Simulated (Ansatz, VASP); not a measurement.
# Sn: VASP beside Ansatz

The input INCAR:

```
PREC = Accurate
ENCUT = 520
EDIFF = 1E-6
ISMEAR = -5
SIGMA = 0.1
LREAL = False
LASPH = True
NELM = 100
ALGO = Normal
ISIF = 2
LWAVE = False
LCHARG = False
GGA = PE
NBANDS = 13
```

File KPOINTS:

```
Automatic mesh
0
Gamma
  7 7 7
```

File POSCAR:

```
Sn
1.0
   -1.8703720000      1.8703720000      1.8703720000
    1.8703720000     -1.8703720000      1.8703720000
    1.8703720000      1.8703720000     -1.8703720000
Sn
1
Direct
    0.0000000000      0.0000000000      0.0000000000
```

Input for Ansatz:

```yaml
crystal:
  lattice:
    - [-1.870372, 1.870372, 1.870372]
    - [1.870372, -1.870372, 1.870372]
    - [1.870372, 1.870372, -1.870372]
  atoms:
    - { symbol: Sn, position: [0.0, 0.0, 0.0] }
  symmetry: { tolerance: 0.0003 }
kpoints:
  mp_grid: { grid: [7, 7, 7], shift: [0, 0, 0] }
magnetization:
  spin_polarized: false
scf:
  occupations: { method: tetrahedron }
  n_extra_bands: 32
hamiltonian:
  pseudopotentials: { kind: paw }
  xc: pbe
basis:
  ecutwfc: 420
output:
  forces: true
  stress: true
  eigenvalues: true
```

The cell was built by a generator and needn't be a form met in nature.

Alike in both runs: task single point; functional PBE; k mesh 7 × 7 × 7; occupations tetrahedron; no spin polarisation.

|  | VASP | Ansatz |
| --- | --- | --- |
| version | VASP 6.6.1 | Ansatz 0.2.0 |
| potentials or method | VASP PAW PBE potentials, release 64 (Sn_d) | PAW plane waves |
| plane-wave cutoff (eV) | 520 | 420 |
| valence electrons in the cell | 14 | 14 |

```csv
,VASP,Ansatz,Ansatz less VASP
gap on the k mesh at the Fermi level (eV),none,none,-
pressure (GPa),3.3,3.2,-0.10
```

A gap of «none» marks a metal or a gap that the smearing closes. Ansatz warned: «band_table_not_solved_further».

Caveats: tetrahedron occupations give inexact forces and stress in metals.
